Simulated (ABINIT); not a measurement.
HfN:

```
CELL_PARAMETERS angstrom
0.00000 2.25600 2.25600
2.25600 0.00000 2.25600
2.25600 2.25600 0.00000
ATOMIC_POSITIONS crystal
Hf 0.00000 0.00000 0.00000
N 0.50000 0.50000 0.50000
```

Base run:

```yaml
Program: ABINIT 10.8.3 (patched build)
Functional: rPW86PBE
Potentials_or_basis: JTH PAW PBE v2.0
Cutoff: 707 eV
k_mesh: 10 × 10 × 10
Occupations: fermi-dirac, width 0.05 eV
Spin: spin-orbit coupling, no magnetisation
```

Its results: band gap on the k mesh none (metal or under the smearing width); pressure 15.0 GPa.

Problem. The run is repeated on the same cell with these changes: functional from rPW86PBE to PW91. What comes out?

Solution. Band gap on the k mesh none (metal or under the smearing width); pressure 4.7 GPa.

Caveats: so large a pressure means that the cell lies far from this level's equilibrium, or that cutoff or potentials fall short (some runs); the potentials were made for another functional, which shifts forces and pressure (some runs); the PAW data sets were made with another functional, which shifts forces and pressure a little (some runs).
